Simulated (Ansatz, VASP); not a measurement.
One calculation of Pt, two programs

INCAR

```
SYSTEM = Pt
  PREC = Accurate
  ENCUT = 520
  EDIFF = 1E-6
  ISMEAR = 0
  SIGMA = 0.15
  LREAL = .False.
  LASPH = .True.
  NELM = 80
  ALGO = Normal
  ISIF = 2
  LWAVE = .False.
  LCHARG = .False.
  GGA = PE
  NBANDS = 17
```

KPOINTS

```
regular mesh
0
Gamma
  18 18 10
  0 0 0
```

The input POSCAR:

```
Pt
1.0
    2.8551000000      0.0000000000      0.0000000000
   -1.4275500000      2.4725891303      0.0000000000
    0.0000000000      0.0000000000      4.9009000000
Pt
2
Direct
    0.6666666667      0.3333333333      0.7500000000
    0.3333333333      0.6666666667      0.2500000000
```

Input for Ansatz:

```yaml
crystal:
  lattice:
    - [2.8551, 0.0, 0.0]
    - [-1.42755, 2.4725891303, 0.0]
    - [0.0, 0.0, 4.9009]
  atoms:
    - { symbol: Pt, position: [0.6666666667, 0.3333333333, 0.75] }
    - { symbol: Pt, position: [0.3333333333, 0.6666666667, 0.25] }
basis:
  ecutwfc: 420
kpoints:
  mp_grid: { grid: [18, 18, 10] }
hamiltonian:
  xc: pbe
scf:
  occupations: { method: gaussian, width: 0.15 }
output:
  forces: true
  stress: true
  eigenvalues: true
```

Alike in both runs: task single point; functional PBE; k mesh 18 × 18 × 10; occupations gaussian, width 0.15 eV; no spin polarisation.

|  | VASP | Ansatz |
| --- | --- | --- |
| version | VASP 6.6.1 | Ansatz 0.2.0 |
| potentials or method | VASP PAW PBE potentials, release 64 (Pt) | scalar-relativistic, plane waves, PAW |
| plane-wave cutoff (eV) | 520 | 420 |
| valence electrons in the cell | 20 | 36 |

|  | VASP | Ansatz | Ansatz less VASP |
| --- | --- | --- | --- |
| gap on the k mesh at the Fermi level (eV) | none | none | - |
| pressure (GPa) | -18.0 | -17.6 | +0.34 |
| largest component of the traceless stress (GPa) | 1.83 | 1.93 | +0.103 |

A gap of «none» marks a metal or a gap that the smearing closes. The two sets of potentials don't hold the same shells in valence.

Caveats: so large a pressure means that the cell lies far from this level's equilibrium, or that cutoff or potentials fall short (VASP). Spin-orbit coupling is left out, which matters for the levels of Pt.
